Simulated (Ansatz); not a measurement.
Runs of Ansatz 0.2.0 on KBr. Symmetry: Fm-3m, No. 225, cubic system. The conventional cell has a = 6.600 Å, b = 6.600 Å, c = 6.600 Å, α = 90.00°, β = 90.00°, γ = 90.00°. Around Br (site symmetry m-3m) lie 6 K at 3.30 Å. K (site symmetry m-3m) has 6 Br at 3.30 Å as nearest neighbours. 

```tsv
screening (1/Å)	share of exact exchange	gap on the mesh (eV)	pressure (GPa)
0.15	0.25	(a)	0.5
0.6	0.25	(c)	0.5
0.1	0.25	5.94	0.5
0.4	0.25	5.18	0.5
0.2	0.4	6.36	0.3
0.2	0.5	6.86	0.2
0.3	0.25	5.37	0.5
0.2	0.25	(b)	0.5
```

Alike in all rows: task single point; level HSE06 form with a typed share of exact exchange; potentials or basis Ansatz PAW; no spin polarisation; cell as given; k mesh 4 × 4 × 4; cutoff (eV) 420; smearing fermi-dirac 0.05 eV.

**Question.** Estimate the missing entries.

**Answer.** (a) 5.78; (b) 5.62; (c) 4.91.

Caveats: the PAW data sets come from PBE, with cores solved anew for the run's functional, which leaves a small shift of forces and pressure; the thresholds are loose for stress.

A k mesh can miss the band edges, and the runs leave out spin-orbit coupling on Br.
